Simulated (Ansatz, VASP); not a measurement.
O2 in VASP and in Ansatz

```
CELL_PARAMETERS angstrom
9.00000 0.00000 0.00000
0.00000 9.50000 0.00000
0.00000 0.00000 10.00000
ATOMIC_POSITIONS crystal
O 0.50000 0.50000 0.44001
O 0.50000 0.50000 0.55999
```

Alike in both runs: functional LDA; k mesh 1 × 1 × 1; occupations fermi-dirac, width 0.05 eV; collinear spin.

Ansatz relaxed the structure, and its values are those at the end. VASP's run is a single point on that final structure, the one shown.

|  | VASP | Ansatz |
| --- | --- | --- |
| version | VASP 6.6.1 | Ansatz 0.2.0 |
| potentials or method | VASP PAW LDA potentials, release 64 (O) | plane waves, PAW |
| plane-wave cutoff (eV) | 520 | 450 |
| valence electrons in the cell | 12 | 12 |

VASP gave:

| Quantity | Value |
| --- | --- |
| rms of the force components (eV/Å) | 1.029 |
| net moment per atom (μB) | 1.00 |
| size of the moment on the site where the two differ most (μB) | 0.80 |

Problem. Which values does Ansatz return?

Solution. rms of the force components (eV/Å): 0.001; net moment per atom (μB): 1.00; size of the moment on the site where the two differ most (μB): 0.55.

Site moments also hang on the region over which each program counts them. One of these differences is far larger than is usual between the two programs; its cause wasn't traced. Ansatz warned: «end_state_compared».

Caveats: the standard files for N, O and F lose accuracy on very short bonds.
